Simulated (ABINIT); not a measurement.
# GaP (F-43m): G0W0 in ABINIT against the bands in the screening, part 2 of 2

How does the gap of GaP (F-43m) converge in the bands in the screening?

ABINIT 10.8.3; PBE and many-body steps on it, plane waves. Known limits of the many-body steps: not at the basis limit; exchange with frozen shells missing; no spin-orbit coupling; coarse k mesh.

So far. Step 2 (Screening, 4×4×4 mesh, 17 bands, screening to 106.1 eV): Local fields lower ε∞ by 9 %. On a Γ-centred mesh this coarse the value itself is usually too large, while a short band sum pulls it down. Step 3 (17 bands): The gap on the mesh goes from 1.65 eV to 2.06 eV, a correction of +0.41 eV.

## Step 5: 32 bands

This step: G0W0 on PBE, plane waves, norm-conserving pseudopotentials.

Contents of run.abi:

```
acell 3*1.0 Angstrom
rprim 
  0.000000000000 2.725250000000 2.725250000000
  2.725250000000 0.000000000000 2.725250000000
  2.725250000000 2.725250000000 0.000000000000
ntypat 2
znucl 31 15
natom 2
typat 1 2
xred 
  0.000000000000 0.000000000000 0.000000000000
  0.250000000000 0.250000000000 0.250000000000
pp_dirpath "pseudos"
pseudos "Ga.upf, P.upf"
ecut 36
ngkpt 4 4 4
nshiftk 1
shiftk 0 0 0
kptopt 1
chksymbreak 0
istwfk *1
occopt 1
irdwfk 1
optdriver 4
nband 32
gwcalctyp 0
ecutsigx 36
symsigma 1
nkptgw 2
kptgw 
  0.0000000000 0.0000000000 0.0000000000
  0.5000000000 0.5000000000 0.0000000000
bdgw 
  7 13
  8 11
ecuteps 3.9
irdscr 1
ppmodel 1
indata_prefix "in"
outdata_prefix "out"
tmpdata_prefix "tmp"
```

Command:

```
$ OMP_NUM_THREADS=1 mpirun -n 4 abinit run.abi > log
```

The program printed:

```text
.Version 10.8.3 of ABINIT. v10.8.2 released Aug 2026.

 Symmetries : space group F-4 3 m (#216); Bravais cF (face-center cubic)
[... echo of the input left out ...]
== DATASET  1 ==================================================================
-   mpi_nproc: 4, omp_nthreads: 1 (-1 if OMP is not activated)

--- !DatasetInfo
iteration_state: {dtset: 1, }
dimensions: {natom: 2, nkpt: 8, mband: 32, nsppol: 1, nspinor: 1, nspden: 1, mpw: 2832, }
cutoff_energies: {ecut:  36.0, pawecutdg:  -1.0, }
electrons: {nelect:   1.80000000E+01, charge:   0.00000000E+00, occopt:   1.00000000E+00, tsmear:   1.00000000E-02, }

 SIGMA: Calculation of the GW corrections

 Based on a program developped by R.W. Godby, V. Olevano, G. Onida, and L. Reining.
 Incorporated in ABINIT by V. Olevano, G.-M. Rignanese, and M. Torrent.
.Using double precision arithmetic ; gwpc =  8

[... cell and pseudopotentials left out ...]
--------------------------------------------------------------------------------

 ==== K-mesh for the wavefunctions ====
 Number of points in the irreducible wedge :     8
[... list of points left out ...]
 Together with 24 symmetry operations and time-reversal symmetry
 yields    64 points in the full Brillouin Zone.

 ==== Q-mesh for screening function ====
 Number of points in the irreducible wedge :     8
[... list of points left out ...]
 Together with 24 symmetry operations and time-reversal symmetry
 yields    64 points in the full Brillouin Zone.

 vcoul_init : cutoff-mode = AUXILIARY_FUNCTION
 q-points for optical limit:   1
     1)      0.000010    0.000020    0.000030
 setmesh: FFT mesh size selected  =    40x   40x   40
          total number of points  =        64000

 Number of electrons calculated from density =   18.0000; Expected =   18.0000
[...]
number of omega for Sigma on real axis              0
 max omega for Sigma on real axis  [eV]           0.00
 zcut for avoiding poles [eV]                     0.10

 EPSILON^-1 parameters (SCR file):
 dimension of the eps^-1 matrix on file            113
 dimension of the eps^-1 matrix used               113
 number of plane-waves for wavefunctions          2741
 number of bands                                    32
 number of q-points in IBZ                           8
 number of frequencies                               2
 number of real frequencies                          1
 number of imag frequencies                          1

 matrix elements of self-energy operator (all in [eV])

 Perturbative Calculation

--- !SelfEnergy_ee
iteration_state: {dtset: 1, }
kpoint     : [   0.000,    0.000,    0.000, ]
spin       : 1
KS_gap     :    1.817
QP_gap     :    2.384
Delta_QP_KS:    0.567
data: !SigmaeeData |
     Band     E0 <VxcDFT>   SigX SigC(E0)      Z dSigC/dE  Sig(E)    E-E0       E
        7   4.357 -12.838 -14.651   1.849   0.782  -0.278 -12.810   0.028   4.385
        8   4.357 -12.838 -14.651   1.849   0.782  -0.278 -12.810   0.028   4.385
        9   4.357 -12.838 -14.651   1.849   0.782  -0.278 -12.810   0.028   4.385
[...]
--- !SelfEnergy_ee
iteration_state: {dtset: 1, }
kpoint     : [   0.500,    0.500,    0.000, ]
spin       : 1
KS_gap     :    4.335
QP_gap     :    5.094
Delta_QP_KS:    0.758
data: !SigmaeeData |
     Band     E0 <VxcDFT>   SigX SigC(E0)      Z dSigC/dE  Sig(E)    E-E0       E
[...]
10   6.010  -9.355  -5.501  -3.403   0.808  -0.238  -8.991   0.364   6.374
       11   6.179 -10.511  -6.390  -3.449   0.802  -0.247  -9.972   0.539   6.718

== END DATASET(S) ==============================================================
================================================================================

 -outvars: echo values of variables after computation  --------
           etotal      0.0000000000E+00
            nband          32
             nkpt           8
          spgroup         216
 [... the other variables as echoed above ...]

 Calculation completed.
```

Run time: 3.5 s. Hardware: 4 MPI ranks of Arm Neoverse V1, shared host; peak memory 0.49 GiB; 14 s of CPU time.

Numbers from this step:

```
G0W0 gap on the points computed              : 1.989 eV
starting gap on the mesh                     : 1.653 eV
k of the valence top                         : 0, 0, 0
k of the conduction bottom                   : 0.5, 0.5, 0
Z at the valence top                         : 0.782
Z at the conduction bottom                   : 0.808
least direct G0W0 gap on the computed points : 2.384 eV
```

Against the run before, the gap moves by −0.071 eV.

## Step 6: Screening, 4×4×4 mesh, 62 bands, screening to 106.1 eV

This step: RPA screening on PBE, plane waves, norm-conserving pseudopotentials.

run.abi: that of step 5 with these lines changed.

```diff
@@ -23,17 +23,8 @@
 irdwfk 1
-optdriver 4
-nband 32
-gwcalctyp 0
-ecutsigx 36
-symsigma 1
-nkptgw 2
-kptgw 
-  0.0000000000 0.0000000000 0.0000000000
-  0.5000000000 0.5000000000 0.0000000000
-bdgw 
-  7 13
-  8 11
+optdriver 3
+nband 62
 ecuteps 3.9
-irdscr 1
-ppmodel 1
+inclvkb 2
+awtr 1
+symchi 1
 indata_prefix "in"
```

The program printed:

```text
.Version 10.8.3 of ABINIT. v10.8.2 released Aug 2026.

 Symmetries : space group F-4 3 m (#216); Bravais cF (face-center cubic)
[... echo of the input left out ...]
== DATASET  1 ==================================================================
-   mpi_nproc: 4, omp_nthreads: 1 (-1 if OMP is not activated)

--- !DatasetInfo
iteration_state: {dtset: 1, }
dimensions: {natom: 2, nkpt: 8, mband: 62, nsppol: 1, nspinor: 1, nspden: 1, mpw: 2832, }
cutoff_energies: {ecut:  36.0, pawecutdg:  -1.0, }
[...]
--------------------------------------------------------------------------------
[... chi0 elements left out ...]
 For q-point:  0.000010 0.000020 0.000030
  dielectric constant =  18.0546
  dielectric constant without local fields =  19.6020

  Average fulfillment of the sum rule on Im[epsilon] for q-point    1 :     51.08  [%]
[... wings left out ...]
  q-point number  2        q = ( 0.250000, 0.000000, 0.000000) [r.l.u.]
--------------------------------------------------------------------------------
[... chi0 elements left out ...]
  Average fulfillment of the sum rule on Im[epsilon] for q-point    2 :     63.43  [%]

 [... 6 further q-points ...]
```

It took 8.3 s on 4 MPI ranks; peak memory 0.49 GiB.

This step gave:

| Item | Value |
| --- | --- |
| ε∞ with local fields, on this mesh, along the program's q direction | 18.05 |
| the same without local fields | 19.60 |
| plasma frequency | 24.76 eV |
| plane waves in the screening matrix | 113 |

## Step 7: 62 bands

This step: G0W0 on PBE, plane waves, norm-conserving pseudopotentials.

run.abi: that of step 6 with these lines changed.

```diff
@@ -23,8 +23,17 @@
 irdwfk 1
-optdriver 3
-nband 62
+optdriver 4
+nband 32
+gwcalctyp 0
+ecutsigx 36
+symsigma 1
+nkptgw 2
+kptgw 
+  0.0000000000 0.0000000000 0.0000000000
+  0.5000000000 0.5000000000 0.0000000000
+bdgw 
+  7 13
+  8 11
 ecuteps 3.9
-inclvkb 2
-awtr 1
-symchi 1
+irdscr 1
+ppmodel 1
 indata_prefix "in"
```

The program printed:

```text
.Version 10.8.3 of ABINIT. v10.8.2 released Aug 2026.

 Symmetries : space group F-4 3 m (#216); Bravais cF (face-center cubic)
[... echo of the input left out ...]
== DATASET  1 ==================================================================
-   mpi_nproc: 4, omp_nthreads: 1 (-1 if OMP is not activated)

--- !DatasetInfo
iteration_state: {dtset: 1, }
dimensions: {natom: 2, nkpt: 8, mband: 32, nsppol: 1, nspinor: 1, nspden: 1, mpw: 2832, }
cutoff_energies: {ecut:  36.0, pawecutdg:  -1.0, }
[...]
Band     E0 <VxcDFT>   SigX SigC(E0)      Z dSigC/dE  Sig(E)    E-E0       E
[...]
10   6.010  -9.355  -5.501  -3.491   0.809  -0.236  -9.061   0.293   6.303
       11   6.179 -10.511  -6.390  -3.525   0.802  -0.247 -10.033   0.478   6.657

== END DATASET(S) ==============================================================
================================================================================

 -outvars: echo values of variables after computation  --------
           etotal      0.0000000000E+00
            nband          32
             nkpt           8
          spgroup         216
 [... the other variables as echoed above ...]

 Calculation completed.
```

Wall time 3.5 s (4 MPI ranks); peak memory 0.49 GiB.

This step gave:

* G0W0 gap on the points computed: 1.971 eV
* starting gap on the mesh: 1.653 eV
* k of the valence top: 0, 0, 0
* k of the conduction bottom: 0.5, 0.5, 0
* least direct G0W0 gap on the computed points: 2.358 eV

Against the run before, the gap moves by −0.018 eV.

## Step 8: Side by side

Times are wall times on 4 MPI ranks of Arm Neoverse V1, shared host, good to a factor of about two. A run's time includes the screening step that it read.

| run | mesh | bands | screening cutoff (eV) | DFT gap (eV) | gap on the mesh (eV) | direct (eV) | ε∞ used | time |
| --- | --- | --- | --- | --- | --- | --- | --- | --- |
| 17 bands | 4×4×4 | 32 | 106.1 | 1.653 | 2.060 | 2.465 | 17.81 | 6.9 s |
| 32 bands | 4×4×4 | 32 | 106.1 | 1.653 | 1.989 | 2.384 | 17.95 | 8.6 s |
| 62 bands | 4×4×4 | 32 | 106.1 | 1.653 | 1.971 | 2.358 | 18.05 | 12 s |

## Step 9: Outcome

- 17 bands: 2.060 eV
- 32 bands: 1.989 eV
- 62 bands: 1.971 eV
- known limits: not at the basis limit; exchange with frozen shells missing; no spin-orbit coupling; coarse k mesh

**Reading.** The setting moved: bands in the screening. From 17 bands to 62 bands the gap moves by −0.09 eV. The last step still moves it by −0.018 eV. Bands and screening cutoff are coupled, so a series along one setting does not show full convergence. Bands and cutoff are finite, so the gap is not at the basis limit. The miss can reach some tenths of an eV and take either sign; the mesh is an error of its own. In the G0W0 runs levels were corrected at 2 k points alone, so a gap called «on the mesh» is the least over those, and an edge elsewhere would be missed. A denser mesh or path gives a starting gap of 1.58 eV: the GW mesh misses a band edge, so its gaps are not the fundamental one. The 4×4×4 mesh is coarse for this cell, which bears on the long-range parts of exchange and screening. The norm-conserving file of at least one element keeps a d shell over frozen s and p shells of the same row. Exchange with those shells is missing from the self-energy, an error of 0.3 to 0.9 eV in cases checked, whose sign depends on which edge lies on those atoms. The many-body steps are scalar-relativistic: spin-orbit coupling is not in them.

[Paths, hosts, dates, memory and timing lines, banners, echoed tables and standing remarks are left out of the program output.]

[Logs are printed without paths, hosts, clocks, repeated set-up lines and the standing remarks that a program may print on its own settings, such as how far it seeks lower states.]

[Runs of the session that timed out or met a known fault of the program may be left out.]

[Hosts, paths, dates, database ids (printed as entryN), source tags and the programs' standing remarks are cut or masked in the printed files.]

[G0W0 gaps are taken among the corrected bands and points alone; a level outside them can change the order at an edge.]

[Where Ansatz stands beside ABINIT at settings called matched, ABINIT's density can come from a denser mesh and the files from another edition; pairs whose starting gaps differed by over 0.03 eV were left out, so agreement reads better than it is.]
